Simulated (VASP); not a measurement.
A run of VASP 6.6.1 is set up as follows.

The input INCAR:

```
SYSTEM = Pt2Se3
PREC     = Accurate       ! precision mode
ENCUT    = 520            ! plane-wave cutoff, eV
EDIFF    = 1E-6           ! SCF threshold, eV
ISMEAR   = 0              ! smearing method
SIGMA    = 0.1            ! smearing width, eV
LREAL    = .FALSE.        ! projectors in reciprocal space
LASPH    = .TRUE.         ! aspherical terms in the spheres
NELM     = 100            ! most SCF steps
ALGO     = Fast           ! electronic algorithm
ISIF     = 2              ! what is computed and relaxed
LWAVE    = .FALSE.        ! write WAVECAR
LCHARG   = .FALSE.        ! write CHGCAR
GGA      = PE             ! functional
NBANDS   = 27             ! bands
```

Contents of KPOINTS:

```
regular mesh
0
G
  6 6 4
  0 0 0
```

POSCAR

```
Pt2Se3
1.0
    4.6401645582      0.0000000000      0.0000000000
   -2.3200822791      4.0185003852      0.0000000000
    0.0000000000      0.0000000000      5.6025707876
Pt Se
2 3
Direct
    0.3333333333      0.6666666667      0.1380000000
    0.6666666667      0.3333333333      0.8620000000
    0.0000000000      0.0000000000      0.0000000000
    0.3333333333      0.6666666667      0.6250000000
    0.6666666667      0.3333333333      0.3750000000
```

Potentials or basis: VASP PAW PBE potentials, release 64 (Pt, Se).

Run with:

```bash
$ cat potpaw_PBE.64/Pt/POTCAR potpaw_PBE.64/Se/POTCAR > POTCAR
$ mpirun -np 1 vasp_std > vasp.out
```

Question: Predict the pressure.

Answer: -6.4 GPa.

Question: Predict the largest force.

Answer: 0.796 eV/Å.

Stress tensor (GPa, compression positive):
```
-7.13  0.00  0.00
 0.00 -7.13  0.00
 0.00  0.00 -5.07
```

The run has no spin-orbit coupling, so splittings on Pt are missing.
